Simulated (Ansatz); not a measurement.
Crystal: Te.

```
CELL_PARAMETERS angstrom
2.20971 1.27578 1.62041
-2.20971 1.27578 1.62041
0.00000 -2.55155 1.62041
ATOMIC_POSITIONS crystal
Te 0.50000 0.50000 0.50000
```

This isn't the form of Te at room conditions, which is trigonal, of chains.

The cell isn't the ideal one: volume scaled by 0.88.

```yaml
Program: Ansatz 0.2.0
Task: relaxation of cell and atoms
Functional: LDA
Potentials_or_basis: all-electron PAW datasets made for the crystal
k_mesh: 9 × 9 × 9
Occupations: fermi-dirac, width 0.15 eV
Spin: no spin polarisation
```

At the start: volume 27.41 Å³/atom.

Where does the relaxation end?

Over 11 steps the energy falls by 78.1 meV/atom and the volume is 30.87 Å³/atom (+12.6 %); space group Pm-3m (No. 221, to 0.05 Å).

Step by step:
| step | energy change (eV) | largest force (eV/Å) | volume (Å³) |
| --- | --- | --- | --- |
| 1 | 0.0000 | 0.0000 | 27.41 |
| 2 | -0.0728 | 0.0000 | 31.36 |
| 3 | -0.0765 | 0.0000 | 30.74 |
| 4 | -0.0768 | 0.0000 | 30.60 |
| 5 | -0.0770 | 0.0000 | 30.59 |
| 6 | -0.0777 | 0.0000 | 30.68 |
| 7 | -0.0780 | 0.0000 | 30.83 |
| 8 | -0.0781 | 0.0000 | 30.88 |
| 9 | -0.0781 | 0.0000 | 30.88 |
| 10 | -0.0781 | 0.0000 | 30.87 |
| 11 | -0.0781 | 0.0000 | 30.87 |

Final structure:
```
Te
1.0
     2.21891    1.28109    1.81023
    -2.21891    1.28109    1.81023
     0.00000   -2.56218    1.81023
Te
1
Direct
  0.50000 0.50000 0.50000
```
